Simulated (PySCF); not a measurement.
Match the calculated data to a structure.

All candidates are C4H6O2.

- Dipole: 0.01 D [CAM-B3LYP/aug-cc-pVTZ]
- NMR, other nuclei: isotropic shieldings of nuclei other than C and H, by class: -338 (2 O) ppm [GIAO PBE0/pcSseg-2]
- Polarisability: 54.4 au [CAM-B3LYP/aug-cc-pVTZ]
- 13C NMR: chemical shifts (computed TMS as zero) by class: 210.0 (2 C), 27.0 (2 C) ppm [GIAO PBE0/pcSseg-2]
- UV, first state: lowest singlet excitation: 2.91 eV (426 nm, f = 0.000) [TDDFT CAM-B3LYP/aug-cc-pVTZ]
- 1H NMR: chemical shifts (computed TMS as zero) by class: 2.32 (6 H) ppm [GIAO PBE0/pcSseg-2]
- Rotational structure: rotational constants A, B, C: 5.344, 3.411, 2.136 GHz [PBE0-D3(BJ)/def2-TZVP]

Electronic properties: PySCF, gas phase, density fitting. Levels stand in brackets. The structure is a single PBE0-D3(BJ)/def2-TZVP conformer in the gas phase; no vibrational or solvent corrections. NMR values are class means; diastereotopic atoms form classes of their own.

**Question.** Which candidate is it?
A. `C=C(C)C(=O)O` (methacrylic acid)
B. `CC(=O)C(C)=O` (2,3-butanedione)
C. `O=C1CCCO1` (gamma-butyrolactone)

**Answer.** B. It is `CC(=O)C(C)=O`. Numbering: `[CH3:1][C:2](=[O:3])[C:4]([CH3:5])=[O:6]`. Its formula, C4H6O2, gives 2 degrees of unsaturation: 0 rings and 2 π bonds in the structure found. 4 carbons fall into 2 classes; from least to most shielded: ketone carbonyl carbon [C2/C4] (210.0 ppm, 2 C), methyl carbon next to a carbonyl [C1/C5] (27.0 ppm, 2 C). All hydrogens form one class (2.32 ppm): methyl hydrogen. The other shieldings belong to: -338 ppm, ketone oxygen [O3/O6]. S1 is mainly HOMO→LUMO (weight 0.97); the largest Löwdin shares of the orbital it empties are 0.28 on each of 2 atoms of one kind (ketone oxygen) and 0.13 on each of 2 atoms of one kind (ketone carbonyl carbon), of the orbital it fills 0.22 on each of 2 atoms of one kind (ketone carbonyl carbon) and 0.20 on each of 2 atoms of one kind (ketone oxygen). By its constants the optimised geometry is an asymmetric top.

The others, at the same levels:
- `C=C(C)C(=O)O` fails: it has 4 carbon classes against 2; its computed 13C shifts are 176.5 (1 C), 149.4 (1 C), 138.8 (1 C), 22.3 (1 C) ppm, 1H shifts are 6.63 (1 H), 6.13 (1 H), 5.87 (1 H), 1.99 (3 H) ppm and lowest singlet excitation is 5.14 eV (241 nm, f = 0.000) (against 2.91 eV).
- `O=C1CCCO1` fails: its computed lowest singlet excitation is 5.83 eV (213 nm, f = 0.000) (against 2.91 eV), static isotropic polarisability is 52.1 au (against 54.4 au) and rotational constant A is 7.383 GHz (against 5.344 GHz).

Each candidate is one conformer, not necessarily the lowest. The conformers computed, where there is a choice (atom-mapped SMILES and torsion angles):
- `[CH3:1][C:2](=[O:3])[C:4]([CH3:5])=[O:6]`: C1–C2–C4–C5 180°
- `[CH2:1]=[C:2]([CH3:3])[C:4](=[O:5])[OH:6]`: C1–C2–C4–O5 -179°, H–O6–C4–C2 180°

The conformers of `O=C1CCCO1` aren't listed.
